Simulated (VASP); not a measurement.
# Ti (P6/mmm) in VASP: further runs

Runs on Ti. Level: PBE. Tasks: single point.

Program: VASP 6.6.1. These are calculated values, not measurements. Logs are shortened: lines on timing, memory, paths and dates and some standing lists are left out, and cuts for length are marked.

**1. The crystal as given**

The structure is hexagonal, space group P6/mmm (No. 191). The conventional cell has a = 4.567 Å, b = 4.567 Å, c = 2.826 Å, α = 90.00°, β = 90.00°, γ = 120.00°. Around Ti (site symmetry -6m2) lie 11 Ti at 2.64 to 2.99 Å. Around Ti (site symmetry 6/mmm) lie 14 Ti at 2.83 to 2.99 Å.

This isn't the form of Ti at room conditions, which is hcp.

**2. Single point, PBE**

INCAR

```
SYSTEM = Ti
PREC     = Accurate       ! precision mode
ENCUT    = 400            ! plane-wave cutoff, eV
EDIFF    = 1E-6           ! SCF threshold, eV
ISMEAR   = 0              ! smearing method
SIGMA    = 0.02           ! smearing width, eV
LREAL    = .False.        ! projectors in reciprocal space
LASPH    = .True.         ! aspherical terms in the spheres
NELM     = 100            ! most SCF steps
ALGO     = Normal         ! electronic algorithm
ISIF     = 2              ! what is computed and relaxed
LWAVE    = .False.        ! write WAVECAR
LCHARG   = .False.        ! write CHGCAR
GGA      = PE             ! functional
NBANDS   = 13             ! bands
ADDGRID  = .False.
```

KPOINTS

```
Automatic mesh
0
Gamma
  5 5 7
  0 0 0
```

POSCAR

```
Ti
1.0
    4.5673748306      0.0000000000      0.0000000000
   -2.2836874153      3.9554626319      0.0000000000
    0.0000000000      0.0000000000      2.8262442700
Ti
3
Direct
    0.6666666667      0.3333333333      0.5000000000
    0.3333333333      0.6666666667      0.5000000000
    0.0000000000      0.0000000000      0.0000000000
```

Potentials or basis: VASP PAW PBE potentials, release 64 (Ti).

Started as:

```sh
cat potpaw_PBE.64/Ti/POTCAR > POTCAR
mpirun -np 1 vasp_std > vasp.out
```

OUTCAR:

```text
SYSTEM = Ti
   PREC = Accurate
   ENCUT = 400
   EDIFF = 1E-6
   ISMEAR = 0
   LREAL = .False.
   LASPH = .True.
   NELM = 100
   ISIF = 2
   GGA = PE

 Found     20 irreducible k-points:

 Following reciprocal coordinates:
            Coordinates               Weight
  0.000000  0.000000  0.000000      1.000000
  0.200000  0.000000  0.000000      6.000000
  0.400000  0.000000  0.000000      6.000000
  0.200000  0.200000  0.000000      6.000000
  0.400000  0.200000  0.000000      6.000000
  0.000000  0.000000  0.142857      2.000000
   k-points           NKPTS =     20   k-points in BZ     NKDIM =     20   number of bands    NBANDS=     13
   number of dos      NEDOS =    301   number of ions     NIONS =      3
   total plane-waves  NPLWV =  16200
   dimension x,y,z NGX =    30 NGY =   30 NGZ =   18
   dimension x,y,z NGXF=    60 NGYF=   60 NGZF=   36
   ions per type =               3
   NGX,Y,Z   is equivalent  to a cutoff of  10.92, 10.92, 10.59 a.u.
   NGXF,Y,Z  is equivalent  to a cutoff of  21.84, 21.84, 21.18 a.u.
 SYSTEM =  Ti
   PREC   = accura    normal or accurate (medium, high low for compatibility)
   ISTART =      0    job   : 0-new  1-cont  2-samecut
   ICHARG =      2    charge: 1-file 2-atom 10-const
   ISPIN  =      1    spin polarized calculation?
   LNONCOLLINEAR =      F non collinear calculations
   LSORBIT =      F    spin-orbit coupling
   LASPH  =      T    aspherical Exc in radial PAW
   ENCUT  =  400.0 eV  29.40 Ry    5.42 a.u.   7.45  7.45  4.61*2*pi/ulx,y,z
   NELM   =    100;   NELMIN=  2; NELMDL= -5     # of ELM steps
   EDIFF  = 0.1E-05   stopping-criterion for ELM
   LREAL  =      F    real-space projection
   EDIFFG = 0.1E-04   stopping-criterion for IOM
   NSW    =      0    number of steps for IOM
   IBRION =     -1    ionic relax: 0-MD 1-quasi-New 2-CG
   NFREE  =      0    steps in history (QN), initial steepest desc. (CG)
   ISIF   =      2    stress and relaxation
   ISYM   =      2    0-nonsym 1-usesym 2-fastsym
   POTIM  = 0.5000    time-step for ionic-motion
   TEBEG  =    0.0;   TEEND  =   0.0 temperature during run
   PSTRESS=    0.0 pullay stress
   NELECT =      12.0000    total number of electrons
   NUPDOWN=      -1.0000    fix difference up-down
   EMIN   =  10.00;   EMAX   =-10.00  energy-range for DOS
   EFERMI =   0.00;   METHOD = LEGACY
   ISMEAR =     0;   SIGMA  =   0.02  broadening in eV -4-tet -1-fermi 0-gaus
   EFERMI_NEDOS =   21; number of points for ismear=-14 and -15
   IALGO  =     38    algorithm
   IMIX   =      4    mixing-type and parameters
     AMIX     =   0.40;   BMIX     =  1.00
     AMIX_MAG =   1.60;   BMIX_MAG =  1.00
  volume/ion in A,a.u.               =      17.02       114.85
  Fermi-wavevector in a.u.,A,eV,Ry     =   1.010285  1.909162 13.887145  1.020676
  Thomas-Fermi vector in A             =   2.143265
   LORBIT       =      0    0 simple, 1 ext, 2 COOP (PROOUT), +10 PAW based schemes
   GGA     = PE    functional components
   LHFCALC =     F    Hartree Fock is set to
   AEXX    =    0.0000 exact exchange contribution
   IVDW    =     0    specifies the selected vdW correction
   LEPSILON=     F    determine dielectric tensor
   LRPA    =     F    only Hartree local field effects (RPA)
 non-spin polarized calculation
 Gauss-broadening in eV      SIGMA  =   0.02
  energy-cutoff  :      400.00
  volume of cell :       51.06
 maximum number of plane-waves:       945
 NGX is ok and might be reduce to    30
   NGX = 15   NGY = 15   NGZ =  9

 number of electron      12.0000003 magnetization

 Free energy of the ion-electron system (eV)
  ---------------------------------------------------
  ext. energy  EPLUGINS =         0.00000000
  ---------------------------------------------------
  free energy    TOTEN  =       -23.31061909 eV

  energy without entropy =      -23.30942953  energy(sigma->0) =      -23.31002431

 E-fermi :   3.0169     XC(G=0): -11.1541

 val. band max:        3.0141048284   @ k =   0.4000   0.0000   0.1429
 cond. band min:       3.0465079016   @ k =   0.2000   0.0000   0.0000
 fundamental gap:      0.0324030732
 Fermi energy:         3.0168549001

 k-point     1 :       0.0000    0.0000    0.0000
  band No.  band energies     occupation
      1      -2.9679      2.00000
      2       1.1183      2.00000
      3       2.3456      2.00000
      4       2.3456      2.00000
      5       2.4439      2.00000
      6       2.4439      2.00000
      7       3.0537      0.00909
      8       3.7201      0.00000
      9       4.3159      0.00000
     10       4.3159      0.00000
     11       4.8296      0.00000
     12       4.8897      0.00000
     13       4.9520      0.00000

 k-point     2 :       0.2000    0.0000    0.0000
  band No.  band energies     occupation
      1      -2.5108      2.00000
      2       1.0401      2.00000
      3       1.5704      2.00000
      4       2.1358      2.00000
      5       2.2105      2.00000
      6       3.0465      0.03601
      7       3.2938      0.00000
      8       3.7407      0.00000
      9       4.0213      0.00000
     10       4.3861      0.00000
     11       4.5320      0.00000
     12       4.6410      0.00000
     13       5.4877      0.00000

 k-point     3 :       0.4000    0.0000    0.0000
  band No.  band energies     occupation
      1      -1.2810      2.00000
      2       0.2623      2.00000
      3       0.5888      2.00000
      4       2.3567      2.00000
      5       2.4946      2.00000
      6       2.9965      1.84914
      7       3.2947      0.00000
      8       3.6118      0.00000
      9       3.9726      0.00000
     10       4.1027      0.00000
     11       4.7056      0.00000
     12       5.3771      0.00000
     13       5.3957      0.00000

 k-point     4 :       0.2000    0.2000    0.0000
  band No.  band energies     occupation
      1      -1.6763      2.00000
      2       0.5624      2.00000
      3       0.8488      2.00000
      4       2.1797      2.00000
      5       2.7088      2.00000
      6       2.9939      1.89592
      7       3.5021      0.00000
      8       3.5662      0.00000
      9       3.5846      0.00000
     10       4.3511      0.00000
     11       4.3709      0.00000
     12       5.1181      0.00000
     13       5.5822      0.00000

 k-point     5 :       0.4000    0.2000    0.0000
  band No.  band energies     occupation
      1      -0.4594      2.00000
      2      -0.2867      2.00000
      3       0.3256      2.00000
      4       2.6919      2.00000
      5       2.7367      2.00000
      6       2.8795      2.00000
      7       3.2447      0.00000
      8       3.3147      0.00000
      9       3.7416      0.00000
     10       4.2582      0.00000
     11       4.7590      0.00000
     12       4.8524      0.00000
     13       5.6659      0.00000

 k-point     6 :       0.0000    0.0000    0.1429
  band No.  band energies     occupation
      1      -2.5137      2.00000
      2       1.4522      2.00000
      3       2.0625      2.00000
      4       2.0625      2.00000
      5       2.2340      2.00000
      6       2.2340      2.00000
      7       3.6471      0.00000
      8       4.1086      0.00000
      9       4.2211      0.00000
     10       4.2211      0.00000
     11       4.7579      0.00000
     12       4.7579      0.00000
     13       5.2136      0.00000

 [... further k-points ...]
[... 5 lines left out ...]
  --------------------------------------------------------------------------------------
  -------------------------------------------------------------------------------------
  Total       -0.4556724     -0.4556724     -0.1948293      0.0000000     -0.0000000     -0.0000000
  in kB      -14.2984725    -14.2984725     -6.1135183      0.0000000     -0.0000000     -0.0000000
  external PRESSURE =     -11.5701544 kB  Pullay stress =       0.0000000 kB

 VOLUME and BASIS-vectors are now :
 -----------------------------------------------------------------------------
  energy-cutoff  :      400.00
  volume of cell :       51.06
      direct lattice vectors                 reciprocal lattice vectors
     4.567374831  0.000000000  0.000000000     0.218944150  0.126407464  0.000000000
    -2.283687415  3.955462632  0.000000000     0.000000000  0.252814928  0.000000000
     0.000000000  0.000000000  2.826244270     0.000000000  0.000000000  0.353826458

 POSITION                                       TOTAL-FORCE (eV/Angst)
 -----------------------------------------------------------------------------------
      2.28369      1.31849      1.41312        -0.000000      0.000000      0.000000
     -0.00000      2.63698      1.41312         0.000000     -0.000000      0.000000
      0.00000      0.00000      0.00000        -0.000000      0.000000      0.000000
 -----------------------------------------------------------------------------------
    total drift:                               -0.000000      0.000000      0.000000

  FREE ENERGIE OF THE ION-ELECTRON SYSTEM (eV)
  ---------------------------------------------------
  free  energy   TOTEN  =       -23.3106190930 eV

  energy  without entropy=      -23.3094295251  energy(sigma->0) =      -23.31002431
```

Run time: 9.3 s. Hardware: 1 thread of Intel Xeon Platinum 8488C (Sapphire Rapids), shared host; peak memory 0.14 GiB.

These settings aren't checked as converged: the numbers below hold their error.

Results:

```yaml
Free_energy: -23.3106 eV
Pressure: -1.2 GPa
Band_gap_on_the_k_mesh: none (metal or under the smearing width)
```

**3. Single point, PBE**

INCAR is that of step 2.

KPOINTS is that of step 2.

POSCAR

```
Ti
1.0
    4.5673748306      0.0000000000      0.0000000000
   -2.2836874153      3.9554626319      0.0000000000
    0.0000000000      0.0000000000      2.8262442700
Ti
3
Direct
    0.6535550000      0.3369470000      0.4982190000
    0.3492570000      0.6782810000      0.5288300000
    0.0014220000     -0.0021490000     -0.0037100000
```

Potentials or basis: VASP PAW PBE potentials, release 64 (Ti).

Started as:

```sh
cat potpaw_PBE.64/Ti/POTCAR > POTCAR
mpirun -np 1 vasp_std > vasp.out
```

OUTCAR:

```text
SYSTEM = Ti
   PREC = Accurate
   ENCUT = 400
   EDIFF = 1E-6
   ISMEAR = 0
   LREAL = .False.
   LASPH = .True.
   NELM = 100
   ISIF = 2
   GGA = PE

 Found     88 irreducible k-points:

 Following reciprocal coordinates:
            Coordinates               Weight
  0.000000  0.000000  0.000000      1.000000
  0.200000  0.000000  0.000000      2.000000
  0.000000  0.200000  0.000000      2.000000
 -0.200000  0.200000  0.000000      2.000000
  0.400000  0.000000  0.000000      2.000000
  0.000000  0.400000  0.000000      2.000000
   k-points           NKPTS =     88   k-points in BZ     NKDIM =     88   number of bands    NBANDS=     13
   number of dos      NEDOS =    301   number of ions     NIONS =      3
   total plane-waves  NPLWV =  16200
   dimension x,y,z NGX =    30 NGY =   30 NGZ =   18
   dimension x,y,z NGXF=    60 NGYF=   60 NGZF=   36
   ions per type =               3
   NGX,Y,Z   is equivalent  to a cutoff of  10.92, 10.92, 10.59 a.u.
   NGXF,Y,Z  is equivalent  to a cutoff of  21.84, 21.84, 21.18 a.u.
 SYSTEM =  Ti
   PREC   = accura    normal or accurate (medium, high low for compatibility)
   ISTART =      0    job   : 0-new  1-cont  2-samecut
   ICHARG =      2    charge: 1-file 2-atom 10-const
   ISPIN  =      1    spin polarized calculation?
   LNONCOLLINEAR =      F non collinear calculations
   LSORBIT =      F    spin-orbit coupling
   LASPH  =      T    aspherical Exc in radial PAW
   ENCUT  =  400.0 eV  29.40 Ry    5.42 a.u.   7.45  7.45  4.61*2*pi/ulx,y,z
[... 67 lines left out ...]
      8       3.6981      0.00000
      9       4.2988      0.00000
     10       4.3261      0.00000
     11       4.7129      0.00000
     12       4.8471      0.00000
     13       4.9692      0.00000
[... 66 lines left out ...]
  band No.  band energies     occupation
      1      -1.2771      2.00000
      2       0.2634      2.00000
      3       0.5774      2.00000
      4       2.3211      2.00000
      5       2.4364      2.00000
      6       2.9830      1.99640
      7       3.3296      0.00000
      8       3.6432      0.00000
      9       3.9988      0.00000
     10       4.1108      0.00000
     11       4.7406      0.00000
     12       5.3937      0.00000
     13       5.4111      0.00000

 [... further k-points ...]
[... 5 lines left out ...]
  --------------------------------------------------------------------------------------
  -------------------------------------------------------------------------------------
  Total       -0.3273685     -0.4254825     -0.0960826      0.0747749      0.0435190      0.0518394
  in kB      -10.2724449    -13.3511484     -3.0149620      2.3463494      1.3655762      1.6266610
  external PRESSURE =      -8.8795185 kB  Pullay stress =       0.0000000 kB

 VOLUME and BASIS-vectors are now :
 -----------------------------------------------------------------------------
  energy-cutoff  :      400.00
  volume of cell :       51.06
      direct lattice vectors                 reciprocal lattice vectors
     4.567374831  0.000000000  0.000000000     0.218944150  0.126407464  0.000000000
    -2.283687415  3.955462632  0.000000000     0.000000000  0.252814928  0.000000000
     0.000000000  0.000000000  2.826244270     0.000000000  0.000000000  0.353826458

 POSITION                                       TOTAL-FORCE (eV/Angst)
 -----------------------------------------------------------------------------------
      2.21555      1.33278      1.40809         0.228273      0.011318     -0.015096
      0.04621      2.68292      1.49460        -0.194917     -0.073789     -0.249993
     -2.27228      3.94696      2.81576        -0.033356      0.062471      0.265088
 -----------------------------------------------------------------------------------
    total drift:                               -0.000045      0.000004      0.000016

  FREE ENERGIE OF THE ION-ELECTRON SYSTEM (eV)
  ---------------------------------------------------
  free  energy   TOTEN  =       -23.2785513747 eV

  energy  without entropy=      -23.2768151305  energy(sigma->0) =      -23.27768325
```

OSZICAR:

```text
N       E                     dE             d eps       ncg     rms          rms(c)
DAV:   1     0.238454887133E+02    0.23845E+02   -0.37330E+03  2304   0.656E+02
DAV:   2    -0.236405427131E+02   -0.47486E+02   -0.44118E+02  2306   0.133E+02
DAV:   3    -0.264713674334E+02   -0.28308E+01   -0.26265E+01  3392   0.335E+01
DAV:   4    -0.265358544442E+02   -0.64487E-01   -0.64319E-01  2651   0.505E+00
DAV:   5    -0.265364631203E+02   -0.60868E-03   -0.60855E-03  3129   0.421E-01    0.194E+01
DAV:   6    -0.236744496173E+02    0.28620E+01   -0.65001E+00  2308   0.218E+01    0.549E+00
DAV:   7    -0.233626986963E+02    0.31175E+00   -0.18746E+00  2725   0.107E+01    0.207E+00
DAV:   8    -0.233002803457E+02    0.62418E-01   -0.43878E-01  3776   0.476E+00    0.869E-01
DAV:   9    -0.232828731672E+02    0.17407E-01   -0.75208E-02  3457   0.198E+00    0.435E-01
DAV:  10    -0.232807998620E+02    0.20733E-02   -0.13017E-02  3745   0.734E-01    0.353E-01
DAV:  11    -0.232786858587E+02    0.21140E-02   -0.96551E-03  3627   0.610E-01    0.961E-02
DAV:  12    -0.232785987869E+02    0.87072E-04   -0.30287E-04  3011   0.158E-01    0.415E-02
DAV:  13    -0.232785662320E+02    0.32555E-04   -0.73048E-05  3244   0.689E-02    0.168E-02
DAV:  14    -0.232785545717E+02    0.11660E-04   -0.94983E-06  3667   0.193E-02    0.496E-03
DAV:  15    -0.232785517161E+02    0.28556E-05   -0.15165E-06  1506   0.930E-03    0.137E-03
DAV:  16    -0.232785513747E+02    0.34135E-06   -0.29671E-07  1284   0.314E-03
   1 F= -.23278551E+02 E0= -.23277683E+02  d E =-.173624E-02
```

Wall time 29 s (1 thread of Intel Xeon Platinum 8488C (Sapphire Rapids), shared host); peak memory 0.16 GiB.

The run converged, but some of its settings lie outside the range that counts as converged, so its numbers aren't taken as properties of the crystal.

Results:

```
Free energy            : -23.2786 eV
Pressure               : -0.9 GPa
Largest force          : 0.325 eV/Å
Band gap on the k mesh : none (metal or under the smearing width)
```

**4. The reference run**

An earlier run on the cell as given: functional PBEsol; potentials or basis VASP PAW PBE potentials, release 64 (Ti_sv); cutoff 520 eV; k mesh 7 × 7 × 9; occupations fermi-dirac, width 0.05 eV; no spin polarisation.

- Pressure: -3.9 GPa
- Band gap on the k mesh: none (metal or under the smearing width)
